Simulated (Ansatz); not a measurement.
The system is K.

```
K
1.0
    -2.69756    2.69756    2.69756
     2.69756   -2.69756    2.69756
     2.69756    2.69756   -2.69756
K
1
Direct
  0.00000 0.00000 0.00000
```

- Program: Ansatz 0.2.0
- Task: relaxation of cell and atoms
- Functional: PBEsol
- Dispersion: D4
- Potentials or basis: Ansatz PAW
- Cutoff: 420 eV (not typed: the program's choice for these potentials)
- k mesh: 7 × 7 × 7
- Occupations: fermi-dirac, width 0.05 eV
- Spin: no spin polarisation

At the start: volume 78.52 Å³/atom.

**Question.** Where does the relaxation end?

**Answer.** It ends after 8 steps and the volume is 69.99 Å³/atom (-10.9 %); space group Im-3m (No. 229, to 0.05 Å).

The path:
```csv
step,energy change (eV),largest force (eV/Å),volume (Å³)
1,0.0000,0.0000,78.52
2,-0.0022,0.0000,77.59
3,-0.0107,0.0000,72.55
4,-0.0122,0.0000,70.52
5,-0.0122,0.0000,70.50
6,-0.0124,0.0000,69.85
7,-0.0124,0.0000,69.99
8,-0.0124,0.0000,69.99
```

Final structure:
```cif
data_structure
_symmetry_space_group_name_H-M 'P 1'
_symmetry_Int_Tables_number 1
_cell_length_a 4.4967
_cell_length_b 4.4967
_cell_length_c 4.4967
_cell_angle_alpha 109.471
_cell_angle_beta 109.471
_cell_angle_gamma 109.471
_cell_volume 69.99
loop_
_atom_site_label
_atom_site_type_symbol
_atom_site_fract_x
_atom_site_fract_y
_atom_site_fract_z
_atom_site_occupancy
K1 K 0.00000 0.00000 0.00000 1
```

Caveat: the plane-wave basis is chosen anew once the cell has moved, so the energies of steps on either side of that aren't comparable; pairwise dispersion overbinds metals, which lowers pressure and volume; the PAW data sets come from PBE, with cores solved anew for the run's functional, which leaves a small shift of forces and pressure.
